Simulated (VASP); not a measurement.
# BN in VASP: a series of runs

The runs below take BN through band structure, phonons, with PBE+D3(BJ), r2SCAN, LDA, HSE06.

Everything below comes from runs of VASP 6.6.1. Logs are shortened: lines on timing, memory, paths and dates and some standing lists are left out, and cuts for length are marked.

### 1 Starting point

The cell holds a slab with vacuum, 6 atoms: a = 2.507 Å, b = 2.507 Å, c = 24.636 Å, α = 90.00°, β = 90.00°, γ = 120.00°.

### 2 Band structure, PBE+D3(BJ)

INCAR reads:

```
  PREC = Accurate
  ENCUT = 520
  EDIFF = 1E-6
  ISMEAR = 0
  SIGMA = 0.03
  LREAL = False
  LASPH = True
  NELM = 80
  ALGO = Normal
  ISIF = 2
  LWAVE = False
  LCHARG = False
  LDIPOL = True
  IDIPOL = 3
  DIPOL = 0.5 0.5 0.500
  GGA = PE
  IVDW = 12
  NBANDS = 21
  LVHAR = True
  LVACPOTAV = True
  KPAR = 4
```

KPOINTS reads:

```
Automatic mesh
0
Gamma
  15 15 1
```

POSCAR reads:

```
BN                                      
1.0
    2.5072829611      0.0000000000      0.0000000000
   -1.2536414805      2.1713707339      0.0000000000
    0.0000000000      0.0000000000     24.6357000000
  B               N             
     3     3
Direct
     0.6666666699999979    0.3333333300000021    0.3653495667955701
     0.3333333300000021    0.6666666699999979    0.5000000000000000
     0.6666666699999979    0.3333333300000021    0.6346504332044300
     0.3333333300000021    0.6666666699999979    0.3652778345470445
     0.6666666699999979    0.3333333300000021    0.5000000000000000
     0.3333333300000021    0.6666666699999979    0.6347221654529555
```

KPOINTS_OPT reads:

```
explicit points
67
Reciprocal
 0.0000000000  0.0000000000  0.0000000000 1
 0.0357142900  0.0000000000  0.0000000000 1
 0.0714285700  0.0000000000  0.0000000000 1
 0.1071428600  0.0000000000  0.0000000000 1
 0.1428571400  0.0000000000  0.0000000000 1
 0.1785714300  0.0000000000  0.0000000000 1
 0.2142857100  0.0000000000  0.0000000000 1
 0.2500000000  0.0000000000  0.0000000000 1
 0.2857142900  0.0000000000  0.0000000000 1
 0.3214285700  0.0000000000  0.0000000000 1
 0.3571428600  0.0000000000  0.0000000000 1
 0.3928571400  0.0000000000  0.0000000000 1
 0.4285714300  0.0000000000  0.0000000000 1
 0.4642857100  0.0000000000  0.0000000000 1
 0.5000000000  0.0000000000  0.0000000000 1
 0.4791666700  0.0416666700  0.0000000000 1
 0.4583333300  0.0833333300  0.0000000000 1
 0.4375000000  0.1250000000  0.0000000000 1
 0.4166666700  0.1666666700  0.0000000000 1
 0.3958333300  0.2083333300  0.0000000000 1
 0.3750000000  0.2500000000  0.0000000000 1
 0.3541666700  0.2916666700  0.0000000000 1
 0.3333333300  0.3333333300  0.0000000000 1
 0.3137254900  0.3137254900  0.0000000000 1
 0.2941176500  0.2941176500  0.0000000000 1
 0.2745098000  0.2745098000  0.0000000000 1
 0.2549019600  0.2549019600  0.0000000000 1
 0.2352941200  0.2352941200  0.0000000000 1
 0.2156862700  0.2156862700  0.0000000000 1
 0.1960784300  0.1960784300  0.0000000000 1
 0.1764705900  0.1764705900  0.0000000000 1
 0.1568627500  0.1568627500  0.0000000000 1
 0.1372549000  0.1372549000  0.0000000000 1
 0.1176470600  0.1176470600  0.0000000000 1
 0.0980392200  0.0980392200  0.0000000000 1
 0.0784313700  0.0784313700  0.0000000000 1
 0.0588235300  0.0588235300  0.0000000000 1
 0.0392156900  0.0392156900  0.0000000000 1
 0.0196078400  0.0196078400  0.0000000000 1
 0.0000000000  0.0000000000  0.0000000000 1
 0.0000000000  0.0000000000  0.0000000000 1
 0.0047712900 -0.0023856400  0.0000000000 1
-0.0047712900  0.0023856400  0.0000000000 1
 0.0139162500 -0.0069581300  0.0000000000 1
-0.0139162500  0.0069581300  0.0000000000 1
 0.0000000000  0.0041320600  0.0000000000 1
-0.0000000000 -0.0041320600  0.0000000000 1
 0.0000000000  0.0120518300  0.0000000000 1
-0.0000000000 -0.0120518300  0.0000000000 1
 0.5000000000  0.0000000000  0.0000000000 1
 0.5047712900 -0.0023856400  0.0000000000 1
 0.4952287100  0.0023856400  0.0000000000 1
 0.5139162500 -0.0069581300  0.0000000000 1
 0.4860837500  0.0069581300  0.0000000000 1
 0.5000000000  0.0041320600  0.0000000000 1
 0.5000000000 -0.0041320600  0.0000000000 1
 0.5000000000  0.0120518300  0.0000000000 1
 0.5000000000 -0.0120518300  0.0000000000 1
 0.3333333300  0.3333333300  0.0000000000 1
 0.3381046200  0.3309476900  0.0000000000 1
 0.3285620400  0.3357189700  0.0000000000 1
 0.3472495800  0.3263752000  0.0000000000 1
 0.3194170800  0.3402914600  0.0000000000 1
 0.3333333300  0.3374653900  0.0000000000 1
 0.3333333300  0.3292012700  0.0000000000 1
 0.3333333300  0.3453851600  0.0000000000 1
 0.3333333300  0.3212815000  0.0000000000 1
```

Potentials or basis: VASP PAW PBE potentials, release 64 (B, N).

The run is started by

```
cat potpaw_PBE.64/B/POTCAR potpaw_PBE.64/N/POTCAR > POTCAR
mpirun -np 4 vasp_std > vasp.out
```

OUTCAR:

```text
PREC = Accurate
   ENCUT = 520
   EDIFF = 1E-6
   ISMEAR = 0
   LREAL = False
   LASPH = True
   NELM = 80
   ISIF = 2
   GGA = PE
   IVDW = 12
 IVDW          = 12

 ion  position               nearest neighbor table
   1  0.667  0.333  0.365-   4 1.45   4 1.45   4 1.45
   2  0.333  0.667  0.500-   5 1.45   5 1.45   5 1.45
   3  0.667  0.333  0.635-   6 1.45   6 1.45   6 1.45
   4  0.333  0.667  0.365-   1 1.45   1 1.45   1 1.45
   5  0.667  0.333  0.500-   2 1.45   2 1.45   2 1.45
   6  0.333  0.667  0.635-   3 1.45   3 1.45   3 1.45

  LATTYP: Found a hexagonal cell.
 ALAT       =     2.5072829611
 C/A-ratio  =     9.8256560517

  Lattice vectors:

 A1 = (   2.5072829611,   0.0000000000,   0.0000000000)
 A2 = (  -1.2536414805,   2.1713707339,   0.0000000000)
 A3 = (   0.0000000000,   0.0000000000,  24.6357000000)

Analysis of symmetry for initial positions (statically):
=====================================================================
 Subroutine PRICEL returns:
 Original cell was already a primitive cell.

 Routine SETGRP: Setting up the symmetry group for a
 hexagonal supercell.

 Subroutine GETGRP returns: Found 12 space group operations
 (whereof 12 operations were pure point group operations)
 out of a pool of 24 trial point group operations.

The static configuration has the point symmetry D_3h.

Analysis of symmetry for dynamics (positions and initial velocities):
=====================================================================
 Subroutine PRICEL returns:
 Original cell was already a primitive cell.

 Routine SETGRP: Setting up the symmetry group for a
 hexagonal supercell.

 Subroutine GETGRP returns: Found 12 space group operations
 (whereof 12 operations were pure point group operations)
 out of a pool of 24 trial point group operations.

The dynamic configuration has the point symmetry D_3h.

 Subroutine INISYM returns: Found 12 space group operations
 (whereof 12 operations are pure point group operations),
 and found     1 'primitive' translations

----------------------------------------------------------------------------------------

                                     Primitive cell

  volume of cell :     134.1227

  direct lattice vectors                    reciprocal lattice vectors
     2.507282961  0.000000000  0.000000000     0.398838111  0.230269291  0.000000000
    -1.253641481  2.171370734  0.000000000     0.000000000  0.460538583  0.000000000
     0.000000000  0.000000000 24.635700000     0.000000000  0.000000000  0.040591499

  length of vectors
     2.507282961  2.507282957 24.635700000     0.460538582  0.460538583  0.040591499

  position of ions in fractional coordinates (direct lattice)
     0.666666670  0.333333330  0.365349567
     0.333333330  0.666666670  0.500000000
     0.666666670  0.333333330  0.634650433
     0.333333330  0.666666670  0.365277835
     0.666666670  0.333333330  0.500000000
     0.333333330  0.666666670  0.634722165

  ion indices of the primitive-cell ions
   primitive index   ion index
                 1           1
                 2           2
                 3           3
                 4           4
                 5           5
                 6           6

----------------------------------------------------------------------------------------

 KPOINTS: Automatic mesh

Automatic generation of k-mesh.
 Grid dimensions read from file:
 generate k-points for:   15   15    1

 Generating k-lattice:

  Cartesian coordinates                     Fractional coordinates (reciprocal lattice)
     0.026589207  0.015351286  0.000000000     0.066666667  0.000000000  0.000000000
     0.000000000  0.030702572  0.000000000     0.000000000  0.066666667  0.000000000
     0.000000000  0.000000000  0.040591499     0.000000000  0.000000000  1.000000000

  Length of vectors
     0.030702572  0.030702572  0.040591499

  Shift w.r.t. Gamma in fractional coordinates (k-lattice)
     0.000000000  0.000000000  0.000000000

 Subroutine IBZKPT returns following result:
 ===========================================

 Found     27 irreducible k-points:

 Following reciprocal coordinates:
            Coordinates               Weight
  0.000000  0.000000  0.000000      1.000000
  0.066667  0.000000  0.000000      6.000000
  0.133333  0.000000  0.000000      6.000000
  0.200000  0.000000  0.000000      6.000000
  0.266667  0.000000  0.000000      6.000000
  0.333333  0.000000  0.000000      6.000000
[... 16 lines left out ...]
  0.333333  0.200000  0.000000     12.000000
  0.400000  0.200000  0.000000      6.000000
 [... further k-points ...]
   k-points           NKPTS =     27   k-points in BZ     NKDIM =     27   number of bands    NBANDS=     21
   number of dos      NEDOS =    301   number of ions     NIONS =      6
   total plane-waves  NPLWV =  76800
   dimension x,y,z NGX =    20 NGY =   20 NGZ =  192
   dimension x,y,z NGXF=    40 NGYF=   40 NGZF=  384
   ions per type =               3   3
   NGX,Y,Z   is equivalent  to a cutoff of  13.26, 13.26, 12.96 a.u.
   NGXF,Y,Z  is equivalent  to a cutoff of  26.52, 26.52, 25.91 a.u.
 SYSTEM =  unknown system
   PREC   = accura    normal or accurate (medium, high low for compatibility)
   ISTART =      0    job   : 0-new  1-cont  2-samecut
   ICHARG =      2    charge: 1-file 2-atom 10-const
   ISPIN  =      1    spin polarized calculation?
   LNONCOLLINEAR =      F non collinear calculations
   LSORBIT =      F    spin-orbit coupling
   LASPH  =      T    aspherical Exc in radial PAW
   ENCUT  =  520.0 eV  38.22 Ry    6.18 a.u.   4.66  4.66 45.81*2*pi/ulx,y,z
   NELM   =     80;   NELMIN=  2; NELMDL= -5     # of ELM steps
   EDIFF  = 0.1E-05   stopping-criterion for ELM
   LREAL  =      F    real-space projection
[... 11 lines left out ...]
   EMIN   =  10.00;   EMAX   =-10.00  energy-range for DOS
   EFERMI =   0.00;   METHOD = LEGACY
   ISMEAR =     0;   SIGMA  =   0.03  broadening in eV -4-tet -1-fermi 0-gaus
   EFERMI_NEDOS =   21; number of points for ismear=-14 and -15
   IALGO  =     38    algorithm
   IMIX   =      4    mixing-type and parameters
     AMIX     =   0.40;   BMIX     =  1.00
     AMIX_MAG =   1.60;   BMIX_MAG =  1.00
  volume/ion in A,a.u.               =      22.35       150.85
  Fermi-wavevector in a.u.,A,eV,Ry     =   0.922524  1.743318 11.579254  0.851051
  Thomas-Fermi vector in A             =   2.048061
   LORBIT       =      0    0 simple, 1 ext, 2 COOP (PROOUT), +10 PAW based schemes
   GGA     = PE    functional components
   LHFCALC =     F    Hartree Fock is set to
   AEXX    =    0.0000 exact exchange contribution
   IVDW    =    12    specifies the selected vdW correction
   LEPSILON=     F    determine dielectric tensor
   LRPA    =     F    only Hartree local field effects (RPA)
 non-spin polarized calculation
 Gauss-broadening in eV      SIGMA  =   0.03
  energy-cutoff  :      520.00
  volume of cell :      134.12
 maximum number of plane-waves:      3644
 NGX is ok and might be reduce to    20
   NGX =  9   NGY =  9   NGZ = 91

 number of electron      23.9999999 magnetization

 dipolmoment           0.000000      0.000000      0.000000 electrons x Angstroem

 Free energy of the ion-electron system (eV)
  ---------------------------------------------------
  ext. energy  EPLUGINS =         0.00000000
  ---------------------------------------------------
  free energy    TOTEN  =       -52.75445175 eV

  energy without entropy =      -52.75445175  energy(sigma->0) =      -52.75445175

 E-fermi :  -2.3783     XC(G=0):  -4.4217

 val. band max:       -2.5630354064   @ k =   0.3333   0.3333   0.0000
 cond. band min:       1.8256868207   @ k =   0.4667   0.0667   0.0000
 fundamental gap:      4.3887222271
 Fermi energy:        -2.3782506900

 k-point     1 :       0.0000    0.0000    0.0000
  band No.  band energies     occupation
      1     -20.3203      2.00000
      2     -20.2032      2.00000
      3     -20.1088      2.00000
      4      -8.5146      2.00000
      5      -7.8037      2.00000
      6      -7.0188      2.00000
[... 13 lines left out ...]
     20       7.3587      0.00000
     21       8.1797      0.00000

 k-point     2 :       0.0667    0.0000    0.0000
  band No.  band energies     occupation
      1     -20.2338      2.00000
      2     -20.1178      2.00000
      3     -20.0244      2.00000
      4      -8.3967      2.00000
      5      -7.6896      2.00000
      6      -6.9094      2.00000
[... 13 lines left out ...]
     20       7.4118      0.00000
     21       8.2845      0.00000

 k-point     3 :       0.1333    0.0000    0.0000
  band No.  band energies     occupation
      1     -19.9772      2.00000
      2     -19.8643      2.00000
      3     -19.7740      2.00000
      4      -8.0462      2.00000
      5      -7.3514      2.00000
      6      -6.5864      2.00000
[... 13 lines left out ...]
     20       7.5250      0.00000
     21       8.4102      0.00000
[... 457 lines left out ...]
 k-point    23 :       0.3333    0.2000    0.0000
  band No.  band energies     occupation
      1     -17.0559      2.00000
      2     -17.0047      2.00000
      3     -16.9773      2.00000
      4     -10.7200      2.00000
      5     -10.6789      2.00000
      6     -10.6596      2.00000
[... 13 lines left out ...]
     20      10.1697      0.00000
     21      10.4125      0.00000

 k-point    24 :       0.4000    0.2000    0.0000
  band No.  band energies     occupation
      1     -16.8295      2.00000
      2     -16.7944      2.00000
      3     -16.7831      2.00000
      4     -11.0196      2.00000
      5     -10.9755      2.00000
      6     -10.9531      2.00000
[... 13 lines left out ...]
     20      10.2559      0.00000
     21      10.7020      0.00000

 [... further k-points ...]

------------------------ aborting loop because EDIFF is reached ----------------------------------------

 Edisp (eV)   -0.70435

 E8    (eV) :    -0.2135

  FORCE on cell =-STRESS in cart. coord.  units (eV):
  Direction    XX          YY          ZZ          XY          YZ          ZX
  --------------------------------------------------------------------------------------
  -------------------------------------------------------------------------------------
  Total       0.06400     0.06400    -0.01772     0.00000     0.00000     0.00000
  in kB       0.76452     0.76452    -0.21170     0.00000     0.00000     0.00000
  external pressure =        0.44 kB  Pullay stress =        0.00 kB

 VOLUME and BASIS-vectors are now :
 -----------------------------------------------------------------------------
  energy-cutoff  :      520.00
  volume of cell :      134.12
      direct lattice vectors                 reciprocal lattice vectors
     2.507282961  0.000000000  0.000000000     0.398838111  0.230269291  0.000000000
    -1.253641481  2.171370734  0.000000000     0.000000000  0.460538583  0.000000000
     0.000000000  0.000000000 24.635700000     0.000000000  0.000000000  0.040591499

 POSITION                                       TOTAL-FORCE (eV/Angst)
 -----------------------------------------------------------------------------------
      1.25364      0.72379      9.00064        -0.000000      0.000000     -0.004089
     -0.00000      1.44758     12.31785         0.000000     -0.000000      0.000000
      1.25364      0.72379     15.63506        -0.000000      0.000000      0.004089
     -0.00000      1.44758      8.99888         0.000000      0.000000     -0.001971
      1.25364      0.72379     12.31785        -0.000000     -0.000000      0.000000
     -0.00000      1.44758     15.63682        -0.000000      0.000000      0.001971
 -----------------------------------------------------------------------------------
    total drift:                                0.000008     -0.000005     -0.000000

  FREE ENERGIE OF THE ION-ELECTRON SYSTEM (eV)
  ---------------------------------------------------
  free  energy   TOTEN  =       -53.4587971562 eV

  energy  without entropy=      -53.4587971562  energy(sigma->0) =      -53.45879716

 vacuum level on the upper side and lower side of the slab         3.284         3.284
```

Run time: 63 s. Hardware: 4 MPI ranks of Intel Xeon Platinum 8488C (Sapphire Rapids), shared host; peak memory 0.33 GiB.

Results:

```
Free energy                            : -53.4588 eV
Largest force                          : 0.004 eV/Å
Band gap on the k mesh                 : 4.39 eV, indirect (least direct gap 4.65 eV)
Band gap along the path                : 4.35 eV, indirect (least direct gap 4.65 eV)
Dispersion energy per atom             : -0.117 eV
Ionisation potential of the upper face : 5.85 eV
```

Forces on the atoms (eV/Å):
```
B    0.000  0.000 -0.004
B    0.000  0.000  0.000
B    0.000  0.000  0.004
N    0.000  0.000 -0.002
N    0.000  0.000  0.000
N    0.000  0.000  0.002
```

### 3 Band structure, r2SCAN

INCAR reads:

```
  PREC = Accurate
  ENCUT = 520
  EDIFF = 1E-6
  ISMEAR = 0
  SIGMA = 0.03
  LREAL = False
  LASPH = True
  NELM = 120
  ALGO = All
  ISIF = 2
  LWAVE = False
  LCHARG = False
  LDIPOL = True
  IDIPOL = 3
  DIPOL = 0.5 0.5 0.500
  METAGGA = R2SCAN
  LMIXTAU = True
  NBANDS = 21
  LVHAR = True
  LVACPOTAV = True
  AMIN = 0.01
  KPAR = 4
```

KPOINTS is that of step 2.

POSCAR is that of step 2.

KPOINTS_OPT is that of step 2.

Potentials or basis: VASP PAW PBE potentials, release 64 (B, N).

The run is started by

```
cat potpaw_PBE.64/B/POTCAR potpaw_PBE.64/N/POTCAR > POTCAR
mpirun -np 4 vasp_std > vasp.out
```

It took 2.5 min on 4 MPI ranks of Intel Xeon Platinum 8488C (Sapphire Rapids), shared host; peak memory 0.4 GiB.

It converged, with:

- Free energy: -57.8513 eV
- Largest force: 0.020 eV/Å
- Band gap on the k mesh: 5.00 eV, indirect (least direct gap 5.38 eV)
- Band gap along the path: 4.95 eV, indirect (least direct gap 5.38 eV)
- Ionisation potential of the upper face: 6.08 eV

Forces on the atoms (eV/Å):
```
B    0.000  0.000 -0.014
B    0.000  0.000  0.000
B    0.000  0.000  0.014
N    0.000  0.000 -0.020
N    0.000  0.000  0.000
N    0.000  0.000  0.020
```

Levels at points of the mesh, in eV from the valence-band top:
```tsv
k point	band 10	band 11	band 12	band 13	band 14	band 15
(0.00, 0.00, 0.00)	-1.35	-1.34	-1.34	5.40	5.73	6.30
```

Caveat: the PAW data sets were made with another functional, which shifts forces and pressure a little. r2SCAN opens gaps a little over a GGA but as a rule still falls short of measured ones.

[end of part 1 of 3]
